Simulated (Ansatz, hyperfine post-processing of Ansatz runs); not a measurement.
# Reading the 7Li spectrum of Li3MnP2O8

Calculated values: DFT, PBEsol+U, plane-wave PAW, default files (PAW set soft_2), collinear spin, scalar-relativistic (Ansatz), contact and point-dipole shifts scaled to 320 K with Θ = 0 K (a pure Curie law); spin-only moments, above the ordering temperature.

```cif
data_structure
_symmetry_space_group_name_H-M 'P 1'
_symmetry_Int_Tables_number 1
_cell_length_a 4.7405
_cell_length_b 6.0597
_cell_length_c 10.0997
_cell_angle_alpha 90.000
_cell_angle_beta 92.239
_cell_angle_gamma 90.000
_cell_volume 289.90
loop_
_atom_site_label
_atom_site_type_symbol
_atom_site_fract_x
_atom_site_fract_y
_atom_site_fract_z
_atom_site_occupancy
Mn1 Mn 0.03290 0.75000 0.71416 1
Mn2 Mn 0.96710 0.25000 0.28584 1
P3 P 0.06423 0.25000 0.59007 1
P4 P 0.93577 0.75000 0.40993 1
P5 P 0.59592 0.75000 0.89289 1
P6 P 0.40408 0.25000 0.10711 1
O7 O 0.20299 0.04487 0.65900 1
O8 O 0.20299 0.45513 0.65900 1
O9 O 0.79701 0.54487 0.34100 1
O10 O 0.79701 0.95513 0.34100 1
O11 O 0.72915 0.54717 0.82398 1
O12 O 0.72915 0.95283 0.82398 1
O13 O 0.27085 0.04717 0.17602 1
O14 O 0.27085 0.45283 0.17602 1
O15 O 0.80485 0.75000 0.55375 1
O16 O 0.19515 0.25000 0.44625 1
O17 O 0.74488 0.25000 0.58160 1
O18 O 0.25512 0.75000 0.41840 1
O19 O 0.26297 0.75000 0.87844 1
O20 O 0.73703 0.25000 0.12156 1
O21 O 0.30807 0.25000 0.96051 1
O22 O 0.69193 0.75000 0.03949 1
Li23 Li 0.50000 0.00000 0.50000 1
Li24 Li 0.50000 0.50000 0.50000 1
Li25 Li 0.52149 0.25000 0.78735 1
Li26 Li 0.47851 0.75000 0.21265 1
Li27 Li 0.00000 0.00000 0.00000 1
Li28 Li 0.00000 0.50000 0.00000 1
```

7Li MAS at 4.7 T (77.8 MHz), 30 kHz, 320 K; contact and dipolar shift alone, no orbital or quadrupolar part; lines under 1.5 % of the strongest are left out. Lines of the NMR spectrum (strongest = 100):

```csv
position (ppm),intensity
-979.0,3.5
-935.8,3.0
-613.3,3.1
-593.3,23
-550.0,15
-227.6,17
-207.6,46
-164.3,20
158.1,100
178.1,22
221.4,50
543.8,17
563.9,7.9
607.1,44
929.6,3.1
949.6,22
992.8,6.7
1335.3,10
1721.0,4.5
```

**Question.** Which lines are isotropic ones rather than spinning sidebands, and which Li atoms give them?

Sidebands are spaced by 386 ppm (the spinning rate over the resonance of 77.8 MHz). An isotropic line need not be the tallest: it is the area-weighted centre of its own family of sidebands, and the one that stays put when the rate is changed. Isotropic shifts: 221 ppm for atom 23 and the 1 atom equivalent to it (4 Mn through links of 111° (2) and 125° (2)), reduced anisotropy -1024 ppm; 158 ppm for atom 25 and the 1 atom equivalent to it (4 Mn through links of 125° (2) and 135° (2)), reduced anisotropy 506 ppm; 178 ppm for atom 27 and the 1 atom equivalent to it (2 Mn through links of 96 to 99° (4)), reduced anisotropy 1592 ppm. The families' total areas stand as 1:1:1; where areas are equal the match rests on the calculation.

[Logs are printed without paths, hosts, clocks, repeated set-up lines and the standing remarks that a program may print on its own settings, such as how far it seeks lower states.]

[Hosts, paths, dates, database ids (printed as entryN), source tags and the programs' standing remarks are cut or masked in the printed files.]
